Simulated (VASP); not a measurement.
These are PW91 GGA, VASP's PBE PAW potentials (set 64) (plane waves; VASP 6.6.1) values and carry that method's errors.

VASP input:

File POSCAR:
```
MgF2
1
    4.6725964202     0.0000000000     0.0000000000
    0.0000000000     4.6725964202     0.0000000000
    0.0000000000     0.0000000000     3.0824067898
Mg F
2 4
Direct
  1.0000000000   0.0000000000   0.0000000000
  0.5000000000   0.5000000000   0.5000000000
  0.3031403336   0.3031403336   1.0000000000
  0.8031403336   0.1968596664   0.5000000000
  0.1968596664   0.8031403336   0.5000000000
  0.6968596664   0.6968596664   0.0000000000
```

### KPOINTS
```
k-points along high-symmetry lines
10
Line-mode
Reciprocal
  0.000000   0.000000   0.000000 ! GAMMA
  0.000000   0.500000   0.000000 ! X

  0.000000   0.500000   0.000000 ! X
  0.500000   0.500000   0.000000 ! M

  0.500000   0.500000   0.000000 ! M
  0.000000   0.000000   0.000000 ! GAMMA

  0.000000   0.000000   0.000000 ! GAMMA
  0.000000   0.000000   0.500000 ! Z

  0.000000   0.000000   0.500000 ! Z
  0.000000   0.500000   0.500000 ! R

  0.000000   0.500000   0.500000 ! R
  0.500000   0.500000   0.500000 ! A

  0.500000   0.500000   0.500000 ! A
  0.000000   0.000000   0.500000 ! Z

  0.000000   0.500000   0.000000 ! X
  0.000000   0.500000   0.500000 ! R

  0.500000   0.500000   0.000000 ! M
  0.500000   0.500000   0.500000 ! A
```

### INCAR
```
PREC  =  Accurate
LWAVE  =  F
ALGO  =  Normal
NELM  =  100   # most electronic steps
LCHARG  =  F
LREAL  =  F   # projection in real space or not
SIGMA  =  0.05
SYSTEM  =  MgF2
EDIFF  =  1E-7   # SCF stop (eV)
ENCUT  =  520   # plane-wave cut-off (eV)
ISMEAR  =  0   # Gaussian
LASPH  =  T   # aspherical one-centre terms
ICHARG  =  11   # fixed density
LORBIT  =  11
GGA  =  91   # PW91
```

POTCAR, in this order: Mg F (PBE.64 set). Program: vasp_std. Read from the step before: CHGCAR.

Output of the run:

OUTCAR:
```
 ion  position               nearest neighbor table
   1  0.000  0.000  0.000-   3 2.00   6 2.00   5 2.02   4 2.02   4 2.02   5 2.02   2 3.65   2 3.65
                             2 3.65   2 3.65   2 3.65   2 3.65   2 3.65   2 3.65
   2  0.500  0.500  0.500-   4 2.00   5 2.00   3 2.02   6 2.02   3 2.02   6 2.02   1 3.65   1 3.65
                             1 3.65   1 3.65   1 3.65   1 3.65   1 3.65   1 3.65
   3  0.303  0.303  0.000-   1 2.00   2 2.02   2 2.02
   4  0.803  0.197  0.500-   2 2.00   1 2.02   1 2.02
   5  0.197  0.803  0.500-   2 2.00   1 2.02   1 2.02
   6  0.697  0.697  0.000-   1 2.00   2 2.02   2 2.02
  LATTYP: Found a simple tetragonal cell.
 ALAT       =     4.6725964202
 C/A-ratio  =     0.6596775139
 Subroutine PRICEL returns:
 Original cell was already a primitive cell.
 Subroutine GETGRP returns: Found 16 space group operations
The static configuration has the point symmetry D_2h.
 The point group associated with its full space group is D_4h.
The dynamic configuration has the point symmetry D_2h.
 Subroutine INISYM returns: Found 16 space group operations
   k-points           NKPTS =     90   k-points in BZ     NKDIM =     90   number of bands    NBANDS=     20
   number of dos      NEDOS =    301   number of ions     NIONS =      6
   total plane-waves  NPLWV =  31104
   dimension x,y,z NGX =    36 NGY =   36 NGZ =   24
   dimension x,y,z NGXF=    72 NGYF=   72 NGZF=   48
   ions per type =               2   4
   PREC   = accura    normal or accurate (medium, high low for compatibility)
   ISTART =      0    job   : 0-new  1-cont  2-samecut
   ICHARG =     11    charge: 1-file 2-atom 10-const
   ISPIN  =      1    spin polarized calculation?
   LNONCOLLINEAR =      F non collinear calculations
   LSORBIT =      F    spin-orbit coupling
   INIWAV =      1    electr: 0-lowe 1-rand  2-diag
   ENCUT  =  520.0 eV  38.22 Ry    6.18 a.u.   8.69  8.69  5.73*2*pi/ulx,y,z
   NELM   =    100;   NELMIN=  2; NELMDL= -5     # of ELM steps
   EDIFF  = 0.1E-06   stopping-criterion for ELM
   LREAL  =      F    real-space projection
   NLSPLINE    = F    spline interpolate recip. space projectors
   LMAXMIX     =    2 max onsite mixed and CHGCAR
   VOSKOWN=      0    Vosko Wilk Nusair interpolation
   EDIFFG = 0.1E-05   stopping-criterion for IOM
...
```

OSZICAR:
```
       N       E                     dE             d eps       ncg     rms          rms(c)
DAV:   1     0.199915312320E+03    0.19992E+03   -0.17737E+04  3672   0.149E+03
DAV:   2    -0.218368116214E+02   -0.22175E+03   -0.21393E+03  4852   0.326E+02
DAV:   3    -0.317174407270E+02   -0.98806E+01   -0.98472E+01  4236   0.721E+01
DAV:   4    -0.317863627558E+02   -0.68922E-01   -0.68899E-01  4076   0.694E+00
DAV:   5    -0.317868462700E+02   -0.48351E-03   -0.48349E-03  4100   0.587E-01
DAV:   6    -0.317868518496E+02   -0.55796E-05   -0.55794E-05  4076   0.598E-02
DAV:   7    -0.317868519426E+02   -0.93068E-07   -0.93041E-07  3828   0.705E-03
   1 F= -.31786852E+02 E0= -.31786852E+02  d E =-.618153E-13
```

File OUTCAR:
```
 val. band max:       -1.4893675064   @ k =   0.0000   0.0000   0.0000

 cond. band min:       5.4380341145   @ k =   0.0000   0.0000   0.0000



 k-point     1 :       0.0000    0.0000    0.0000
  band No.  band energies     occupation
      1     -22.0570      2.00000
      2     -21.3058      2.00000
      3     -21.3058      2.00000
      4     -21.2198      2.00000
      5      -5.4441      2.00000
      6      -3.8585      2.00000
      7      -3.5148      2.00000
      8      -3.5148      2.00000
      9      -3.3364      2.00000
     10      -3.3038      2.00000
     11      -2.6759      2.00000
     12      -2.6759      2.00000
     13      -2.2099      2.00000
     14      -1.8050      2.00000
     15      -1.8050      2.00000
     16      -1.4894      2.00000
     17       5.4380      0.00000
     18      10.5731      0.00000
     19      10.5731      0.00000
     20      12.0567      0.00000

 k-point     2 :       0.0000    0.0556    0.0000
  band No.  band energies     occupation
      1     -22.0521      2.00000
      2     -21.3175      2.00000
      3     -21.3044      2.00000
      4     -21.2145      2.00000
      5      -5.4327      2.00000
      6      -3.8576      2.00000
      7      -3.5832      2.00000
      8      -3.4958      2.00000
      9      -3.3318      2.00000
     10      -3.2437      2.00000
     11      -2.6814      2.00000
     12      -2.6724      2.00000
     13      -2.2134      2.00000
     14      -1.8323      2.00000
     15      -1.8072      2.00000
     16      -1.4967      2.00000
     17       5.4773      0.00000
     18      10.5056      0.00000
     19      10.5931      0.00000
     20      12.0766      0.00000

 k-point     3 :       0.0000    0.1111    0.0000
  band No.  band energies     occupation
      1     -22.0379      2.00000
      2     -21.3471      2.00000
      3     -21.3004      2.00000
      4     -21.2052      2.00000
      5      -5.3991      2.00000
      6      -3.8507      2.00000
...
```

The density is held fixed in this step, so its total energy and stress have no physical meaning.

The compound is MgF2 in the rutile structure. It was relaxed first.
